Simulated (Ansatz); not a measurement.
Rutile GeO2, treated with PBE (PAW; Ansatz, a first-principles code).

Run with plane-wave cutoff 520 eV, 8×8×12 k mesh (along the axes of the cell as run), Fermi–Dirac smearing 0.01 eV, scalar-relativistic PAW data made under PBE.

Energies at three volumes about the minimum:

| V (Å³/atom) | E − E_lowest (meV/atom) |
|---|---|
| 9.555 | 2.48 |
| 9.750 | 0.00 |
| 9.945 | 2.24 |

Q: Fit a parabola by hand: where is the minimum, and what is the bulk modulus?

A: Slopes: (0.00 − 2.48)/(9.750 − 9.555) = -12.718 and (2.24 − 0.00)/(9.945 − 9.750) = 11.487 meV/Å³. Curvature E″ = 2 × (11.487 − (-12.718))/(9.945 − 9.555) = 124.128 meV/Å⁶. From the middle of the first interval, the slope vanishes at V0 = 9.6525 − (-12.718)/124.128 = 9.755 Å³/atom. B = V0 E″ = 9.755 × 124.128 meV/Å³ × 0.1602 GPa per meV/Å³ = 194 GPa. The full Birch–Murnaghan fit to all volumes gives V0 = 9.750 Å³/atom and B0 = 193 GPa.

Shape and atoms are relaxed at each volume.

Measured, for comparison: bulk modulus 251 GPa (room temperature, no zero-point or thermal correction, from measured elastic constants; as tabulated in Sevik and Bulutay (2007), arXiv:cond-mat/0610176). Computed less measured: bulk modulus -23 %.
